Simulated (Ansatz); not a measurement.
Input and command of a plane-wave DFT calculation in Ansatz:

```yaml
crystal:
  lattice:
    - [0.0, 3.384675, 3.2235]
    - [3.384675, 0.0, 3.2235]
    - [3.384675, 3.384675, 0.0]
  atoms:
    - { symbol: Hg, position: [0.0, 0.0, 0.0] }
    - { symbol: Te, position: [0.75, 0.75, 0.75] }
basis:
  ecutwfc: 420
kpoints:
  mp_grid: { grid: [14, 14, 14] }
hamiltonian:
  xc: pbe
scf:
  occupations: { method: gaussian, width: 0.15 }
output:
  forces: true
  stress: true
  eigenvalues: true
```

```bash
ansatz run input.yaml --threads 1 --pin off --max-ram 2560MiB --backend cpu --events-out ev --progress --plain --runs-dir out
```

Processor: Arm Neoverse V2, 1 thread, on a host shared with other jobs.

Estimate time, memory and problem size.

About 27 s on 1 thread of Arm Neoverse V2, on a shared host, peak memory 0.61 GiB. It solves 22 bands at 244 k points (the mesh reduced by symmetry) with about 1419 plane waves, in 6 SCF iterations.
